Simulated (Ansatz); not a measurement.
# CdSe (F-43m) in Ansatz: settings compared, part 2 of 2

Ansatz 0.2.0. Earlier steps stand in the parts before.

## (6) Single point, PBE+D4, collinear spin, ferromagnetic start, 28.36 Å³/atom (volume scaled by 0.98)

Contents of input.yaml:

```yaml
crystal:
  lattice:
    - [0.0, 3.0496647307, 3.0496647307]
    - [3.0496647307, 0.0, 3.0496647307]
    - [3.0496647307, 3.0496647307, 0.0]
  atoms:
    - { symbol: Cd, position: [0.0, 0.0, 0.0], spin: 1.0 }
    - { symbol: Se, position: [0.25, 0.25, 0.25] }
kpoints:
  mp_grid: { grid: [8, 8, 8] }
scf:
  occupations: { method: fermi_dirac, width: 0.05 }
hamiltonian:
  xc: pbe
  dispersion: d4
  pseudopotentials: { kind: all_electron, lapw: { basis_error: 0.002 } }
magnetization:
  spin_polarized: true
  initial_magnetization: 1.0
  spin_locking: { lock_magnetization: hard }
output:
  forces: true
  stress: true
  eigenvalues: true
```

Potentials or basis: all-electron LAPW, scalar-relativistic.

Started as:

```sh
ansatz run input.yaml --threads 1 --pin off --max-ram 2560MiB --backend cpu --events-out ev --progress --plain --runs-dir out
```

Run time: 21 s. Hardware: 1 thread of Intel Xeon Platinum 8488C (Sapphire Rapids), shared host; peak memory 0.42 GiB.

It converged, with:

| Property | Result |
| --- | --- |
| Free energy | -218361.2956 eV |
| Pressure | 4.3 GPa |
| Absolute moment | 1.00 μB per cell |
| Site moments | Cd +0.20; Se +0.44 μB |

Caveat: the total moment is fixed, so each spin has its own Fermi level.

## (7) Single point, PBE+D4, collinear spin, ferromagnetic start, 28.94 Å³/atom

input.yaml: that of step 6 with these lines changed.

```diff
@@ -2,5 +2,5 @@
   lattice:
-    - [0.0, 3.0496647307, 3.0496647307]
-    - [3.0496647307, 0.0, 3.0496647307]
-    - [3.0496647307, 3.0496647307, 0.0]
+    - [0.0, 3.0702711986, 3.0702711986]
+    - [3.0702711986, 0.0, 3.0702711986]
+    - [3.0702711986, 3.0702711986, 0.0]
   atoms:
```

Started as:

```sh
ansatz run input.yaml --threads 1 --pin off --max-ram 2560MiB --backend cpu --events-out ev --progress --plain --runs-dir out
```

Wall time 21 s (1 thread of Intel Xeon Platinum 8488C (Sapphire Rapids), shared host); peak memory 0.42 GiB.

It converged, with:

```yaml
Free_energy: -218361.3233 eV
Pressure: 3.4 GPa
Absolute_moment: 1.00 μB per cell
Site_moments: Cd +0.20; Se +0.45 μB
```

Caveat: the total moment is fixed, so each spin has its own Fermi level.

## (8) Single point, PBE+D4, collinear spin, ferromagnetic start, 29.52 Å³/atom (volume scaled by 1.02)

input.yaml: that of step 7 with these lines changed.

```diff
@@ -2,5 +2,5 @@
   lattice:
-    - [0.0, 3.0702711986, 3.0702711986]
-    - [3.0702711986, 0.0, 3.0702711986]
-    - [3.0702711986, 3.0702711986, 0.0]
+    - [0.0, 3.090604713, 3.090604713]
+    - [3.090604713, 0.0, 3.090604713]
+    - [3.090604713, 3.090604713, 0.0]
   atoms:
```

Started as:

```sh
ansatz run input.yaml --threads 1 --pin off --max-ram 2560MiB --backend cpu --events-out ev --progress --plain --runs-dir out
```

Wall time 22 s (1 thread of Intel Xeon Platinum 8488C (Sapphire Rapids), shared host); peak memory 0.42 GiB.

Results (log left out):

| Property | Result |
| --- | --- |
| Free energy | -218361.3446 eV |
| Pressure | 2.6 GPa |
| Absolute moment | 1.00 μB per cell |
| Site moments | Cd +0.20; Se +0.46 μB |

Caveat: the total moment is fixed, so each spin has its own Fermi level.

## (9) Single point, PBE+D4, collinear spin, ferromagnetic start, 30.10 Å³/atom (volume scaled by 1.04)

input.yaml: that of step 8 with these lines changed.

```diff
@@ -2,5 +2,5 @@
   lattice:
-    - [0.0, 3.090604713, 3.090604713]
-    - [3.090604713, 0.0, 3.090604713]
-    - [3.090604713, 3.090604713, 0.0]
+    - [0.0, 3.1106741371, 3.1106741371]
+    - [3.1106741371, 0.0, 3.1106741371]
+    - [3.1106741371, 3.1106741371, 0.0]
   atoms:
```

Potentials or basis: all-electron LAPW, scalar-relativistic.

Started as:

```sh
ansatz run input.yaml --threads 1 --pin off --max-ram 2560MiB --backend cpu --events-out ev --progress --plain --runs-dir out
```

Run time: 23 s. Hardware: 1 thread of Intel Xeon Platinum 8488C (Sapphire Rapids), shared host; peak memory 0.42 GiB.

The run converged. Its results:

```yaml
Free_energy: -218361.3607 eV
Pressure: 1.9 GPa
Absolute_moment: 1.00 μB per cell
Site_moments: Cd +0.20; Se +0.47 μB
```

Caveat: the total moment is fixed, so each spin has its own Fermi level.

## (10) Single point, PBE+D4, collinear spin, ferromagnetic start, 30.68 Å³/atom (volume scaled by 1.06)

input.yaml: that of step 9 with these lines changed.

```diff
@@ -2,5 +2,5 @@
   lattice:
-    - [0.0, 3.1106741371, 3.1106741371]
-    - [3.1106741371, 0.0, 3.1106741371]
-    - [3.1106741371, 3.1106741371, 0.0]
+    - [0.0, 3.1304878824, 3.1304878824]
+    - [3.1304878824, 0.0, 3.1304878824]
+    - [3.1304878824, 3.1304878824, 0.0]
   atoms:
```

Started as:

```sh
ansatz run input.yaml --threads 1 --pin off --max-ram 2560MiB --backend cpu --events-out ev --progress --plain --runs-dir out
```

It took 22 s on 1 thread of Intel Xeon Platinum 8488C (Sapphire Rapids), shared host; peak memory 0.41 GiB.

Results (log left out):

- Free energy: -218361.3720 eV
- Pressure: 1.3 GPa
- Absolute moment: 1.00 μB per cell
- Site moments: Cd +0.21; Se +0.47 μB

Caveat: the total moment is fixed, so each spin has its own Fermi level.

## (11) Equation of state, PBE+D4, collinear spin, ferromagnetic start

No new run: the results of the series are fitted here.

Results:

| Item | Value |
| --- | --- |
| Equilibrium volume | 32.38 Å³/atom (rough: see the caveat) |
| Bulk modulus | 18.9 GPa (rough) |

Energy against volume, from the lowest point:
```tsv
volume (Å³/atom)	energy (meV/atom)
27.206	77.56
27.784	55.81
28.363	38.24
28.942	24.38
29.521	13.70
30.100	5.68
30.679	0.00
```

Caveat: the fit is doubtful: noisy points or a state that changes with volume; the minimum lies outside the volumes run; the total moment is fixed, so each spin has its own Fermi level.

## (12) For comparison

An earlier run on the cell as given: functional PBE; potentials or basis all-electron LAPW, scalar-relativistic; cutoff 266 eV (chosen from the basis error); basis error allowed 0.001 eV/atom; k mesh 8 × 8 × 8; occupations fermi-dirac, width 0.05 eV; no spin polarisation.

* Pressure: 1.3 GPa
* Band gap on the k mesh: 0.55 eV, direct
* Loewdin charges: Cd +1.22; Se -1.04 e

## (13) The runs side by side

```csv
task,level,potentials or basis,spin,fixed moment (μB),k mesh,cutoff (eV),smearing,basis error allowed,gap on the mesh (eV),pressure (GPa)
density of states,PBE+D3(BJ)+ATM,"all-electron LAPW, scalar-relativistic","collinear, random start",-,8 × 8 × 8,266,fermi-dirac 0.025 eV,0.001 eV/atom,0.55,-0.5
band structure,PBEsol+D4,"all-electron LAPW, relativistic spinors","SOC, no magnetisation",-,6 × 6 × 6,266,fixed,0.001 eV/atom,0.30,-2.4
equation of state,PBE+D4,"all-electron LAPW, scalar-relativistic","collinear, ferromagnetic start",1.0,8 × 8 × 8,-,fermi-dirac 0.05 eV,0.002 eV/atom,-,-
single point,PBE,"all-electron LAPW, scalar-relativistic",off,-,8 × 8 × 8,266,fermi-dirac 0.05 eV,0.001 eV/atom,0.55,1.3
```

Alike in all rows: cell as given.

Caveats: the starting moments weren't kept (some runs); the fit is doubtful: noisy points or a state that changes with volume (some runs); the minimum lies outside the volumes run (some runs); the total moment is fixed, so each spin has its own Fermi level (some runs).

Compare energies only between runs with the same functional and basis.
